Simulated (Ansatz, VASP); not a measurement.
BeTe: VASP beside Ansatz

Contents of INCAR:

```
ALGO = Normal
EDIFF = 1E-6
EDIFFG = -0.02
ENCUT = 600
GGA = PE
IBRION = 2
ISIF = 3
ISMEAR = -1
IVDW = 13
LASPH = True
LCHARG = False
LREAL = False
LWAVE = False
NELM = 100
NSW = 80
PREC = Accurate
SIGMA = 0.05
```

The input KPOINTS:

```
k-points
0
Gamma
  8 8 8
```

The input POSCAR:

```
BeTe
1.0
    0.0000000000      2.7700000000      2.7700000000
    2.7700000000      0.0000000000      2.7700000000
    2.7700000000      2.7700000000      0.0000000000
Te Be
1 1
Direct
    0.7500000000      0.7500000000      0.7500000000
    0.0000000000      0.0000000000      0.0000000000
```

Contents of input.yaml:

```yaml
crystal:
  lattice:
    - [0.0, 2.77, 2.77]
    - [2.77, 0.0, 2.77]
    - [2.77, 2.77, 0.0]
  atoms:
    - { symbol: Te, position: [0.75, 0.75, 0.75] }
    - { symbol: Be, position: [0.0, 0.0, 0.0] }
kpoints:
  mp_grid: { grid: [8, 8, 8] }
scf:
  occupations: { method: fermi_dirac, width: 0.05 }
hamiltonian:
  xc: pbe
  dispersion: d4
  pseudopotentials: { kind: all_electron, lapw: { basis_error: 0.001 } }
output:
  forces: true
  stress: true
relax:
  f_tol: 0.02
  max_steps: 60
  cell: {}
```

Alike in both runs: task relaxation of cell and atoms; functional PBE; dispersion D4; k mesh 8 × 8 × 8; occupations fermi-dirac, width 0.05 eV; no spin polarisation.

```csv
,VASP,Ansatz
version,VASP 6.6.1,Ansatz 0.2.0
potentials or method,"VASP PAW PBE potentials, release 64 (Te, Be)","all-electron LAPW, scalar-relativistic"
plane-wave cutoff (eV),600,see its input
```

|  | VASP | Ansatz | Ansatz less VASP |
| --- | --- | --- | --- |
| relaxed volume (Å³/atom) | 21.91 | 21.86 | -0.046 |
| relaxed cell length with the largest relative difference (Å) | 3.957 | 3.954 | -0.0028 |
| energy change over the relaxation (meV/atom) | -4 | -3 | +0.6 |

Ansatz ran all-electron here, so the differences hold the error of VASP's frozen core and of both bases.

 A k mesh can miss the band edges. Zero-point motion and thermal expansion aren't in these numbers.
